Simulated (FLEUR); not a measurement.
CdSe under changes of volume

One of the cells (28.942 Å³/atom); the others are scaled copies at fixed shape and fractional positions:

```xyz
2
Lattice="0.0000 3.0703 3.0703 3.0703 0.0000 3.0703 3.0703 3.0703 0.0000" Properties=species:S:1:pos:R:3 pbc="T T T"
Cd    0.0000    0.0000    0.0000
Se    1.5351    1.5351    1.5351
```

Measurements of this composition are mostly on another form, of space group No. 186.

* Program: FLEUR MaX-R8.1 (later development tree)
* Functional: PBEsol
* Potentials or basis: all-electron
* Basis: FLAPW
* Kmax: 4.73 1/bohr
* k mesh: 8 × 8 × 8
* Occupations: fermi-dirac, width 0.05 eV
* Spin: no spin polarisation

```csv
volume (Å³/atom),energy over the lowest point (meV/atom),gap on the mesh (eV)
27.206,?,?
27.784,0.38,0.50
28.363,0.00,0.46
28.942,3.27,0.43
29.521,9.87,0.39
30.100,19.39,0.35
30.679,31.49,0.31
```

Task: What does the run at 27.206 Å³/atom give?

Result: Energy over the lowest point 4.91 meV/atom; gap on the mesh 0.55 eV.

Worked out: A Birch-Murnaghan fit of order 3 (a polynomial in V^(-2/3)) to the other rows has its minimum at 28.13 Å³/atom with B0 = V·E''(V) = 52 GPa and B' = 4.7. It gives 4.93 meV/atom at 27.206 Å³/atom, against the run's 4.91. A straight line through the other rows of the gap, of slope -1.9 eV per unit of ln V (its deformation potential), extrapolates to 0.54 eV, against the run's 0.55.

Energies are extrapolated to zero smearing.

Spin-orbit coupling on Cd, Se is left out.
